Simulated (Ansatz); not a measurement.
Runs of Ansatz 0.2.0 on InSe. It takes space group R3m (No. 160, trigonal). The conventional cell has a = 4.000 Å, b = 4.000 Å, c = 25.320 Å, α = 90.00°, β = 90.00°, γ = 120.00°. In (site symmetry 3m) has 3 Se at 2.63 Å and 1 In at 2.82 Å as nearest neighbours. In (site symmetry 3m) has 3 Se at 2.64 Å and 1 In at 2.82 Å as nearest neighbours. Se (site symmetry 3m) has 3 In at 2.63 Å as nearest neighbours. Around Se (site symmetry 3m) lie 3 In at 2.64 Å. 

```tsv
level	cell	target pressure (GPa)	gap on the mesh (eV)	pressure (GPa)	relaxed volume (Å³/atom)	largest force (eV/Å)
LDA	relaxed	-	0.20	0.0	27.80	-
PBEsol	relaxed to 2 GPa	2	(a)	2.0	-	0.01
PBEsol	relaxed	-	0.37	0.0	29.33	-
PBEsol	relaxed	0	0.37	0.0	29.33	-
PBEsol	relaxed to 10 GPa	10	0.69	10.0	-	-
PBEsol	relaxed to 5 GPa	5	(b)	5.0	-	-
PBEsol	relaxed to 20 GPa	20	0.36	20.0	-	-
RPBE	relaxed	-	1.06	0.0	39.10	0.01
```

Alike in all rows: task relaxation of cell and atoms; potentials or basis Ansatz PAW; no spin polarisation; k mesh 8 × 8 × 8; cutoff (eV) 420; smearing fermi-dirac 0.05 eV.

Q: Fill in the values left out.

A: (a) 0.35; (b) 0.58.

Caveats: the plane-wave basis is chosen anew once the cell has moved, so the energies of steps on either side of that aren't comparable; spin-orbit coupling is left out, which moves the levels of the heavy elements; the PAW data sets come from PBE, with cores solved anew for the run's functional, which leaves a small shift of forces and pressure; the volume moved by over 15 % at a fixed basis, so the end points are rough (some runs).

A k mesh can miss the band edges, and the runs leave out spin-orbit coupling on In, Se.

Runs at the PBE level aren't shown here.
